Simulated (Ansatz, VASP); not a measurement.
**One calculation of CaSe, two programs**

The input INCAR:

```
PREC     = Accurate       # precision mode
ENCUT    = 520            # plane-wave cutoff, eV
EDIFF    = 1E-6           # SCF threshold, eV
ISMEAR   = -1             # smearing method
SIGMA    = 0.02           # smearing width, eV
LREAL    = False          # projectors in reciprocal space
LASPH    = True           # aspherical terms in the spheres
NELM     = 100            # most SCF steps
ALGO     = Normal         # electronic algorithm
ISIF     = 2              # what is computed and relaxed
LWAVE    = False          # write WAVECAR
LCHARG   = True           # write CHGCAR
GGA      = PE             # functional
LELF     = True           # ELF
LVHAR    = True         
NBANDS   = 15             # bands
```

The input KPOINTS:

```
Automatic mesh
0
Gamma
  8 8 8
```

File POSCAR:

```
CaSe
1.0
    0.0000000000      2.9675351117      2.9675351117
    3.1396521481      0.0000000000      2.9675351117
    3.1396521481      2.9675351117      0.0000000000
Ca Se
1 1
Direct
    0.0000000000      0.0000000000      0.0000000000
    0.5000000000      0.5000000000      0.5000000000
```

Input for Ansatz:

```yaml
crystal:
  lattice:
    - [0.0, 2.9675351117, 2.9675351117]
    - [3.1396521481, 0.0, 2.9675351117]
    - [3.1396521481, 2.9675351117, 0.0]
  atoms:
    - { symbol: Ca, position: [0.0, 0.0, 0.0] }
    - { symbol: Se, position: [0.5, 0.5, 0.5] }
kpoints:
  mp_grid: { grid: [8, 8, 8] }
  band_path:
    path:
      - [0.0, 0.0, 0.0]
      - [0.5, 0.0, 0.5]
      - [0.625, 0.25, 0.625]
      - [0.375, 0.375, 0.75]
      - [0.5, 0.5, 0.5]
      - [0.5, 0.25, 0.75]
    npoints: 1
hamiltonian:
  xc: pbe
scf:
  occupations: { method: fermi_dirac, width: 0.02 }
  n_extra_bands: 4
output:
  forces: true
  stress: true
  eigenvalues: true
```

Change from the starting cell: uniaxial_x strain +5.8%.

Alike in both runs: task single point; functional PBE; k mesh 8 × 8 × 8; occupations fermi-dirac, width 0.02 eV; no spin polarisation.

|  | VASP | Ansatz |
| --- | --- | --- |
| version | VASP 6.6.1 | Ansatz 0.2.0 |
| potentials or method | VASP PAW PBE potentials, release 64 (Ca_sv, Se) | plane waves, PAW |
| plane-wave cutoff (eV) | 520 | 420 |
| valence electrons in the cell | 16 | 26 |

```tsv
	VASP	Ansatz	Ansatz less VASP
gap on the k mesh at the Fermi level (eV)	2.17	2.18	+0.009
pressure (GPa)	-1.5	-1.6	-0.14
largest component of the traceless stress (GPa)	2.32	2.27	-0.048
```

The two sets of potentials don't hold the same shells in valence.

A k mesh can miss the band edges.
